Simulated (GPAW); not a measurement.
## FeSi in GPAW: the effect of starting spin order

The system is FeSi.

```xyz
8
Lattice="4.5507 0.0000 0.0000 0.0000 4.5507 0.0000 0.0000 0.0000 4.5507" Properties=species:S:1:pos:R:3 pbc="T T T"
Fe    3.9294    2.8966    1.6541
Fe    2.8966    1.6541    3.9294
Fe    1.6541    3.9294    2.8966
Fe    0.6213    0.6213    0.6213
Si    0.7172    1.5582    2.9925
Si    1.5582    2.9925    0.7172
Si    2.9925    0.7172    1.5582
Si    3.8335    3.8335    3.8335
```

Alike in all runs:

| Property | Result |
| --- | --- |
| Program | GPAW 26.7.0 |
| Task | single point |
| Functional | PBEsol |
| Potentials or basis | PAW data sets generated in the run's folder for this functional |
| Cutoff | 600 eV |
| Basis | pw |
| k mesh | 6 × 6 × 6 |
| Occupations | fermi-dirac, width 0.05 eV |

```csv
starting spin order,spin,starting moments,energy over the lowest run (meV/atom),gap on the mesh (eV),pressure (GPa),largest force (eV/Å),final net moment (μB),final largest site moment (μB)
nm,no spin polarisation,-,?,?,?,?,?,?
fm,"collinear spin, ferromagnetic start","[3.0, 3.0, 3.0, 3.0, 0.0, 0.0, 0.0, 0.0] μB",0.0,none,-14.7,0.06,3.64,0.99
fm  larger moments,"collinear spin, ferromagnetic start","[4.5, 4.5, 4.5, 4.5, 0.0, 0.0, 0.0, 0.0] μB",0.0,none,-14.7,0.06,3.64,0.99
```

Task: What does the run with starting spin order nm give?

Result: Energy over the lowest run 0.4 meV/atom; gap on the mesh 0.13 eV; pressure -17.7 GPa; largest force 0.27 eV/Å; final net moment 0.00 μB; final largest site moment 0.00 μB.

Caveats: the moment fell far below its start of 4.5 μB, so a state of higher moment may lie lower in energy (some runs).

A k mesh can miss the band edges.

A gap of «none» marks a metal or a gap under the smearing width.
